**Diamond with five potential sets in one plane-wave program: potential, basis or noise**

The table holds the equilibrium volume, bulk modulus and modulus slope of diamond from seven ABINIT runs with PBE, a 13×13×13 mesh, no spin polarisation and cutoffs from 408 to 1116 eV. The program refits the third-order Birch-Murnaghan form to the energies and to the printed pressures, propagates the fit noise, and tests a parameter-free pressure-shift model B₀ ∝ V₀^(−B′) referred to the Ansatz row. The model holds for PseudoDojo within 0.5 GPa and fails for SG15 by 6.1 GPa, while the odd slopes of the JTH and SPMS rows lie within about one and a half error bars of 3.7. The fixed-basis (Pulay) pressure gap averages 4.51 GPa for SPMS and stays below 0.4 GPa in the other rows with pressures. Energy noise scaled by that gap matches PseudoDojo and fails for JTH.

Calculated values. ABINIT plane-wave DFT with the PBE functional for diamond (two-atom cell), without spin polarisation, spin-orbit coupling or a dispersion correction. All rows use a 13×13×13 k mesh and Fermi-Dirac occupations with a width of 0.05 eV; volumes, moduli and slopes come from Birch-Murnaghan fits to static-lattice energies at seven volumes.

## Analysis program

```python
# Table: equilibrium volume, bulk modulus and its slope for diamond; ABINIT, PBE, 13x13x13 mesh, seven potential/cutoff runs.
# Tested: fit noise, a pure pressure shift B0 ~ V0^(-B'), and the fixed-basis (Pulay) pressure gap.
T = {
    'run_potentials': ['SG15 NC PBE v1.2', 'JTH PAW PBE v2.0', 'JTH PAW PBE v2.0', 'JTH PAW PBE v2.0', 'Ansatz NC PBE', 'PseudoDojo NC SR PBE v0.5 standard', 'SPMS NC PBE v1.0'],
    'run_basis': ['1116 eV', '707 eV', '408 eV', '544 eV', '1116 eV', '1116 eV', '898 eV'],
    'result_equilibrium_volume': [5.679, 5.688, 5.69, 5.691, 5.694, 5.7, 5.71],  # angstrom^3/atom
    'result_bulk_modulus': [431.8, 437.5, 430.6, 436.8, 433.6, 432.4, 425.9],  # GPa
    'result_bulk_modulus_slope': [3.68, 3.72, 3.95, 3.96, 3.7, 3.7, 3.36],
    'd_median': [-0.012, -0.003, -0.001, 0.0, 0.003, 0.009, 0.019],  # angstrom^3/atom
}
import numpy as np
from numpy.polynomial import Polynomial as Po
from scipy.constants import e
G = e*1e21  # eV/A^3 -> GPa
# Further outputs of the same runs, in table order: volumes (A^3/atom), energies (eV/atom), printed pressures (GPa)
V = np.array([5.331535, 5.444971, 5.558408, 5.671845, 5.785282, 5.898719, 6.012156])
E = np.array([[-154.987532, -155.005236, -155.015527, -155.019065, -155.016456, -155.008249, -154.994943],
 [-156.228824, -156.247481, -156.258426, -156.26239, -156.260403, -156.252552, -156.239406],
 [-156.208488, -156.2271, -156.238045, -156.242197, -156.240245, -156.232687, -156.219943],
 [-156.224969, -156.243937, -156.255154, -156.259333, -156.257479, -156.249892, -156.236977],
 [-163.876152, -163.894968, -163.906259, -163.9107, -163.908904, -163.90143, -163.888785],
 [-163.744829, -163.763944, -163.77554, -163.780275, -163.778769, -163.771586, -163.759223],
 [-163.726466, -163.74568, -163.757746, -163.762793, -163.761932, -163.75525, -163.743449]])
P = {0: [30.52881, 19.55732, 9.569815, 0.47486, -7.807096, -15.34903, -22.21645],
 1: [31.57937, 20.54757, 10.4538, 1.264185, -7.071577, -14.71675, -21.65281],
 3: [31.59965, 20.49934, 10.48145, 1.219675, -7.125783, -14.73148, -21.70733],
 4: [32.22825, 21.09173, 10.95558, 1.72735, -6.675064, -14.32549, -21.29036],
 5: [32.44765, 21.31134, 11.17663, 1.946072, -6.460463, -14.11392, -21.08482],
 6: [28.30402, 17.27174, 7.292257, -1.810171, -10.04527, -17.55602, -24.38093]}
V0, B0, S0 = (np.array(T[c], float) for c in ("result_equilibrium_volume", "result_bulk_modulus", "result_bulk_modulus_slope"))
cut = np.array([float(str(b).split()[0]) for b in T["run_basis"]])
nm = ["%s %d" % (p.split()[0], c) for p, c in zip(T["run_potentials"], cut)]
Vc = V[3]; x = (V/Vc)**(-2/3) - 1; k = 2*G/(3*Vc)
op = lambda g: (2/3)*(2.5*g + Po([1, 1])*g.deriv())  # P = k y^2.5 g(x), B = k y^2.5 op(g), y = 1+x
def props(g):
    r = g.roots(); z = r[np.argmin(abs(r))].real; b = op(g)
    return np.array([Vc*(1+z)**-1.5, k*(1+z)**2.5*b(z), op(b)(z)/b(z), k*g(0), k*b(0), op(b)(0)/b(0)])
fit = lambda y: Po(np.polyfit(x, y - y.mean(), 3)[::-1])
rng = np.random.default_rng(1); R, SG, rms, gE = [], [], [], []
print("Table rounding: V0 0.0005 A^3, B0 0.05 GPa, slope 0.005; typed energies 0.5 ueV")
print("V0 range %.3f A^3 (%.2f %%), cubic edge %.4f-%.4f A (%.2f %%), B0 range %.1f GPa (%.1f %%)" % (np.ptp(V0), 100*np.ptp(V0)/np.median(V0), (8*V0.min())**(1/3), (8*V0.max())**(1/3), 100*((V0.max()/V0.min())**(1/3)-1), np.ptp(B0), 100*np.ptp(B0)/np.median(B0)))
print("Energy refit: rms (ueV/atom), V0 (A^3), B0 (GPa), slope, each +- noise")
for i, y in enumerate(E):
    f = fit(y); s = np.sqrt(np.mean((y - y.mean() - f(x))**2))
    sg = np.std([props(fit(f(x) + rng.normal(0, s*(7/3)**0.5, 7)).deriv()) for _ in range(200)], axis=0)
    r = props(f.deriv()); R.append(r); SG.append(sg); rms.append(s*1e6); gE.append(f.deriv())
    print("  %-15s %5.1f  %.4f+-%.4f  %.1f+-%.2f  %.2f+-%.2f" % (nm[i], s*1e6, r[0], sg[0], r[1], sg[1], r[2], sg[2]))
R, SG = np.array(R), np.array(SG)
print("V0 steps at 1116 eV: Ansatz-SG15 %.3f, PseudoDojo-Ansatz %.3f, range %.3f A^3; JTH range over cutoffs %.3f A^3" % (V0[4]-V0[0], V0[5]-V0[4], V0[5]-V0[0], np.ptp(V0[1:4])))
print("JTH B0 steps: 408->544 %+.1f +- %.1f, 544->707 %+.1f +- %.1f GPa" % (B0[3]-B0[2], np.hypot(SG[3, 1], SG[2, 1]), B0[1]-B0[3], np.hypot(SG[3, 1], SG[1, 1])))
print("Pressure shift from Ansatz: dV0 (%%), B0 model, table-model; P and B at V=%.3f from energies (GPa)" % Vc)
Bm = B0[4]*(V0/V0[4])**(-S0[4])
for i in range(7):
    print("  %-15s %+.2f  %.1f  %+.1f | P %.2f  B %.1f (%+.1f +- %.1f)" % (nm[i], 100*(V0[i]/V0[4]-1), Bm[i], B0[i]-Bm[i], R[i, 3], R[i, 4], R[i, 4]-R[4, 4], np.hypot(SG[i, 4], SG[4, 4])))
print("  worst row: %s" % nm[int(np.argmax(abs(B0-Bm)))])
gap = {i: k*(1+x)**2.5*gE[i](x) - np.array(p) for i, p in P.items()}
print("Energy minus printed pressure (GPa): at %.3f, mean; V of zero printed P; B and slope at %.3f from P (from E)" % (Vc, Vc))
for i, p in P.items():
    q = props(Po(np.polyfit(x, np.array(p)/(k*(1+x)**2.5), 2)[::-1]))
    print("  %-15s %+.2f  %+.2f  %.3f  %.1f (%.1f)  %.2f (%.2f)" % (nm[i], gap[i][3], gap[i].mean(), q[0], q[4], R[i, 4], q[5], R[i, 5]))
print("  %-15s no pressures given" % nm[2])
d1, d2 = (-(E[b, 3]-E[a, 3])/np.log(cut[b]/cut[a]) for a, b in ((2, 3), (3, 1)))
print("JTH energy drop at %.3f: 408->544 %.1f, 544->707 %.1f meV/atom" % (Vc, 1e3*(E[2, 3]-E[3, 3]), 1e3*(E[3, 3]-E[1, 3])))
print("JTH -dE/dlnEcut %.3f and %.3f eV: gap at 544 between %.2f and %.2f GPa, found %.2f" % (d1, d2, k*d2, k*d1, gap[3].mean()))
print("-dE/dlnEcut from mean gap (eV/atom): " + ", ".join("%s %.3f" % (nm[i], gap[i].mean()/k) for i in (0, 4, 5, 6)))
print("Noise scaled from SPMS by mean gap: model and found rms (ueV/atom)")
for i in (0, 1, 3, 4, 5):
    print("  %-15s %5.1f  %5.1f" % (nm[i], rms[6]*abs(gap[i].mean())/gap[6].mean(), rms[i]))
assert np.all(abs(R[:, 0] - V0) < 0.0015)
assert V0[0] < V0[4] < V0[5] and V0[5]-V0[4] > 10*max(SG[[0, 4, 5], 0])
assert gap[6][3] > 4 and max(abs(gap[i].mean()) for i in (0, 1, 3, 4, 5)) < 1
assert B0[0]-Bm[0] < -4 and abs(B0[5]-Bm[5]) < 1
```

Running it gives:

```
Table rounding: V0 0.0005 A^3, B0 0.05 GPa, slope 0.005; typed energies 0.5 ueV
V0 range 0.031 A^3 (0.54 %), cubic edge 3.5682-3.5747 A (0.18 %), B0 range 11.6 GPa (2.7 %)
Energy refit: rms (ueV/atom), V0 (A^3), B0 (GPa), slope, each +- noise
  SG15 1116         0.8  5.6787+-0.0000  431.8+-0.02  3.68+-0.00
  JTH 707          62.8  5.6878+-0.0009  437.5+-1.47  3.72+-0.30
  JTH 408          32.2  5.6902+-0.0005  430.6+-0.83  3.95+-0.17
  JTH 544          55.0  5.6913+-0.0008  436.8+-1.41  3.96+-0.27
  Ansatz 1116       0.7  5.6944+-0.0000  433.6+-0.02  3.70+-0.00
  PseudoDojo 1116   2.1  5.6998+-0.0000  432.4+-0.06  3.70+-0.01
  SPMS 898         48.3  5.7097+-0.0007  425.9+-1.52  3.36+-0.26
V0 steps at 1116 eV: Ansatz-SG15 0.015, PseudoDojo-Ansatz 0.006, range 0.021 A^3; JTH range over cutoffs 0.003 A^3
JTH B0 steps: 408->544 +6.2 +- 1.6, 544->707 +0.7 +- 2.0 GPa
Pressure shift from Ansatz: dV0 (%), B0 model, table-model; P and B at V=5.672 from energies (GPa)
  SG15 1116       -0.26  437.9  -6.1 | P 0.52  B 433.7 (-6.3 +- 0.0)
  JTH 707         -0.11  435.3  +2.2 | P 1.24  B 442.1 (+2.1 +- 1.4)
  JTH 408         -0.07  434.7  -4.1 | P 1.40  B 436.1 (-3.9 +- 0.8)
  JTH 544         -0.05  434.4  +2.4 | P 1.51  B 442.8 (+2.8 +- 1.3)
  Ansatz 1116     +0.00  433.6  +0.0 | P 1.73  B 440.0 (+0.0 +- 0.0)
  PseudoDojo 1116 +0.11  431.9  +0.5 | P 2.15  B 440.3 (+0.3 +- 0.1)
  SPMS 898        +0.28  429.1  -3.2 | P 2.86  B 435.5 (-4.5 +- 1.2)
  worst row: SG15 1116
Energy minus printed pressure (GPa): at 5.672, mean; V of zero printed P; B and slope at 5.672 from P (from E)
  SG15 1116       +0.05  +0.05  5.678  433.6 (433.7)  3.68 (3.68)
  JTH 707         -0.03  -0.00  5.689  437.8 (442.1)  3.64 (3.71)
  JTH 544         +0.29  +0.38  5.688  438.2 (442.8)  3.65 (3.95)
  Ansatz 1116     +0.00  +0.00  5.694  439.9 (440.0)  3.69 (3.69)
  PseudoDojo 1116 +0.20  +0.20  5.697  440.1 (440.3)  3.68 (3.68)
  SPMS 898        +4.67  +4.51  5.648  432.7 (435.5)  3.79 (3.33)
  JTH 408         no pressures given
JTH energy drop at 5.672: 408->544 17.1, 544->707 3.1 meV/atom
JTH -dE/dlnEcut 0.060 and 0.012 eV: gap at 544 between 0.22 and 1.12 GPa, found 0.38
-dE/dlnEcut from mean gap (eV/atom): SG15 1116 0.002, Ansatz 1116 0.000, PseudoDojo 1116 0.011, SPMS 898 0.240
Noise scaled from SPMS by mean gap: model and found rms (ueV/atom)
  SG15 1116         0.5    0.8
  JTH 707           0.0   62.8
  JTH 544           4.1   55.0
  Ansatz 1116       0.0    0.7
  PseudoDojo 1116   2.2    2.1
```
